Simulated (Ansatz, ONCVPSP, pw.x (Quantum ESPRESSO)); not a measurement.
**Mo (Z = 42): does the ONCV potential hold in the solid?**

- Element: Mo
- Generator: ONCVPSP 4.0.1.1 (patched build)
- Type: optimised norm-conserving Vanderbilt (ONCV)
- Functional: PBEsol
- Relativity: scalar-relativistic
- Frozen core: [Ar] 3d10
- Valence charge: 14
- Reference configuration: 4s2 4p6 4d5 5s1
- Partial waves: 4s+5s: rc 1.55 bohr, ncon 3, nbas 7, qcut 8 1/bohr, 2 projectors; 4p: rc 1.45 bohr, ncon 3, nbas 7, qcut 11.1 1/bohr, 2 projectors, debl 0.5 Ha; 4d: rc 1.45 bohr, ncon 3, nbas 8, qcut 13.2 1/bohr, local
- Local potential: the d channel
- Core correction: none

In the p channel the program set the typed energies aside and used -1.413, 0.250 Ha.

Crystal test: fcc Mo in pw.x 7.5, no spin, 14³ k-points, Fermi–Dirac smearing 0.01 Ry, cutoffs 105/420 Ry. The reference is all-electron LAPW (Ansatz 0.2.0) with the same functional, mesh and smearing; V0 and B0 come from Birch–Murnaghan fits to the pressures at five volumes. Errors are pseudo minus all-electron; Δ is the rms difference of the E(V) curves that follow from these fits, minima aligned, over ±6 % about the mean V0. Mesh and smearing are coarse, so the numbers serve the comparison and aren't converged zero-temperature values; the lattice is a test structure that the element need not adopt.

All-electron: a0 = 3.963 Å (V0 = 15.56 Å³/atom), B0 = 253.7 GPa.

Q: How far does the potential miss the all-electron equation of state?

A: mean pressure error (GPa): +0.58; a0 (Å): 3.966; a0 error (%): +0.07; B0 error (%): -0.0; Δ (meV/atom): 1.9.

```tsv
V (Å³/atom)	P all-electron (GPa)	P pseudo (GPa)
14.770	14.63	15.34
15.158	6.95	7.58
15.547	0.18	0.75
15.936	-5.80	-5.28
16.324	-11.08	-10.61
```

Q: At the middle volume, how do free energy and pressure move when the wave cutoff is lowered (ecutrho kept at four times it)?

A:

```csv
cutoff (Ry),shift of F (meV/atom),shift of P (GPa)
47,+2663.9,-80.64
63,+491.5,-25.17
84,+27.0,-2.44
```

Input at the middle volume:

```
&control
  calculation='scf', prefix='x', pseudo_dir='./', outdir='./tmp', tstress=.true., disk_io='none'
/
&system
  ibrav=0, nat=1, ntyp=1, ecutwfc=105, ecutrho=420, nbnd=15,
  occupations='smearing', smearing='fd', degauss=0.01
/
&electrons
  conv_thr=1e-09, mixing_beta=0.4, electron_maxstep=70
/
ATOMIC_SPECIES
Mo 1.0 Mo.UPF
CELL_PARAMETERS angstrom
  0.00000000 1.98094401 1.98094401
  1.98094401 0.00000000 1.98094401
  1.98094401 1.98094401 0.00000000
ATOMIC_POSITIONS crystal
Mo 0.0000 0.0000 0.0000
K_POINTS automatic
14 14 14 0 0 0
```

```bash
pw.x < Mo.scf.in > Mo.scf.out
```

Lines of the output:

```
Message from routine setup:
     using ibrav=0 with symmetry is DISCOURAGED, use correct ibrav instead
     lattice parameter (alat)  =       5.2940  a.u.
     unit-cell volume          =     104.9164 (a.u.)^3
     number of electrons       =        14.00
     number of Kohn-Sham states=           15
     kinetic-energy cutoff     =     105.0000  Ry
     charge density cutoff     =     420.0000  Ry
     scf convergence threshold =      1.0E-09
     Exchange-correlation= PBESOL
     number of k points=   104  Fermi-Dirac smearing, width (Ry)=  0.0100
     iteration #  1     ecut=   105.00 Ry     beta= 0.40
     total energy              =    -136.51088055 Ry
     estimated scf accuracy    <       0.11685249 Ry
     iteration #  2     ecut=   105.00 Ry     beta= 0.40
     total energy              =    -136.51833463 Ry
     estimated scf accuracy    <       0.01005923 Ry
     iteration #  3     ecut=   105.00 Ry     beta= 0.40
     total energy              =    -136.51958988 Ry
     estimated scf accuracy    <       0.00077525 Ry
     iteration #  4     ecut=   105.00 Ry     beta= 0.40
     total energy              =    -136.51962022 Ry
     estimated scf accuracy    <       0.00003912 Ry
     iteration #  5     ecut=   105.00 Ry     beta= 0.40
     total energy              =    -136.51962852 Ry
     estimated scf accuracy    <       0.00000013 Ry
     iteration #  6     ecut=   105.00 Ry     beta= 0.40
     total energy              =    -136.51962858 Ry
     estimated scf accuracy    <       0.00000002 Ry
     iteration #  7     ecut=   105.00 Ry     beta= 0.40
     total energy              =    -136.51962858 Ry
     estimated scf accuracy    <          3.4E-09 Ry
     iteration #  8     ecut=   105.00 Ry     beta= 0.40
     the Fermi energy is    20.9733 ev
!    total energy              =    -136.51962858 Ry
     estimated scf accuracy    <          9.3E-12 Ry
     smearing contrib. (-TS)   =      -0.00553265 Ry
     The total energy is F=E-TS. E is the sum of the following terms:
     one-electron contribution =     -18.55226326 Ry
     hartree contribution      =      17.72455605 Ry
     xc contribution           =     -15.65874422 Ry
     ewald contribution        =    -120.02764451 Ry
     convergence has been achieved in   8 iterations
          total   stress  (Ry/bohr**3)                   (kbar)     P=        7.48
     Message from routine punch:
     Nothing written, as per user request (disk_io='none')
```

The run at the middle volume (104 k-points, 8 iterations) took about 17 s on one core of a shared host (Intel(R) Xeon(R) 6975P-C, 192 threads, 378 GiB, load 53).
